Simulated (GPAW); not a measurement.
Crystal: Ba.

```
Ba
1.0
     3.91772    0.00000    0.00000
     0.00000    3.91772    0.00000
     0.00000    0.00000    3.91772
Ba
1
Direct
  0.00000 0.00000 0.00000
```

This isn't the form of Ba at room conditions, which is bcc.

Base run:

* Program: GPAW 26.7.0
* Functional: PBEsol
* Potentials or basis: PAW data sets generated in the run's folder for this functional
* Cutoff: 600 eV
* Basis: pw
* k mesh: 7 × 7 × 7
* Occupations: gaussian, width 0.02 eV
* Spin: no spin polarisation

Its results: band gap on the k mesh 0.11 eV, indirect (least direct gap 0.22 eV); pressure -0.4 GPa.

The run is repeated on the same cell with these changes: functional from PBEsol to LDA; potentials or basis from PAW data sets generated in the run's folder for this functional to the program's PAW data sets (release 1.2.1) made for this functional. What comes out?

Band gap on the k mesh 0.06 eV, indirect (least direct gap 0.21 eV); pressure -1.0 GPa.

Caveats: spin-orbit coupling is left out, which moves the levels of the heavy elements; an odd mesh through Γ misses points on the zone boundary, where band edges often lie.

Not every run made on this cell is shown here.
